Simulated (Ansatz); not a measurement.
# HfB2: relaxation of cell and atoms with PBE+D3(BJ)

HfB2:

```
CELL_PARAMETERS angstrom
3.14000 0.00000 0.00000
-1.57000 2.71932 0.00000
0.00000 0.00000 3.48000
ATOMIC_POSITIONS crystal
Hf 0.00000 0.00000 0.00000
B 0.66667 0.33333 0.50000
B 0.33333 0.66667 0.50000
```

| Item | Value |
| --- | --- |
| Program | Ansatz 0.2.0 |
| Task | relaxation of cell and atoms |
| Functional | PBE |
| Dispersion | D3(BJ) |
| Potentials or basis | Ansatz PAW |
| Cutoff | 420 eV (not typed: the program's choice for these potentials) |
| k mesh | 10 × 10 × 8 |
| Occupations | fermi-dirac, width 0.05 eV |
| Spin | no spin polarisation |

```yaml
Relaxed_volume: 9.73 Å³/atom
Relaxed_cell: a = 3.121 Å, b = 3.121 Å, c = 3.460 Å, α = 90.00°, β = 90.00°, γ = 120.00°
Space_group_after_relaxing_to_0.05_Å: P6/mmm (No. 191)
Energy_gained_by_relaxing: 2.6 meV/atom
Ionic_steps: 7
Pressure_after_relaxing: 0.0 GPa
Band_gap_on_the_k_mesh: none (metal or under the smearing width)
```

The path:
```csv
step,energy change (eV),largest force (eV/Å),volume (Å³)
1,0.0000,0.0000,29.71
2,-0.0073,0.0000,29.01
3,-0.0084,0.0000,29.17
4,-0.0085,0.0000,29.18
5,-0.0079,0.0000,29.18
6,-0.0079,0.0000,29.18
7,-0.0079,0.0000,29.18
```

Final structure:
```
Hf B
1.0
     3.12052    0.00000    0.00000
    -1.56026    2.70245    0.00000
     0.00000    0.00000    3.45966
Hf B
1 2
Cartesian
  0.0000 0.0000 0.0000
  1.5603 0.9008 1.7298
  0.0000 1.8016 1.7298
```

Levels at points of the mesh, in eV from the Fermi level:
| k point | band 14 | band 15 | band 16 | band 17 | band 18 | band 19 |
| --- | --- | --- | --- | --- | --- | --- |
| (0.00, 0.00, 0.00) | -2.85 | -2.85 | -2.64 | 4.19 | 4.19 | 4.82 |
| (0.00, 0.00, -0.50) | -1.05 | -1.05 | 0.41 | 0.41 | 1.09 | 1.09 |
| (0.00, -0.50, 0.00) | -4.11 | -3.31 | -2.83 | 2.30 | 2.86 | 5.79 |
| (0.00, -0.50, -0.50) | -4.94 | -4.68 | -2.55 | 4.24 | 4.34 | 6.46 |

It took 4.6 s on 2 threads of Intel(R) Xeon(R) Platinum 8488C (Sapphire Rapids), with other jobs on the host, peak memory 0.42 GiB.

Caveat: the plane-wave basis is chosen anew once the cell has moved, so the energies of steps on either side of that aren't comparable; pairwise dispersion overbinds metals, which lowers pressure and volume. The run has no spin-orbit coupling, so splittings on Hf are missing.
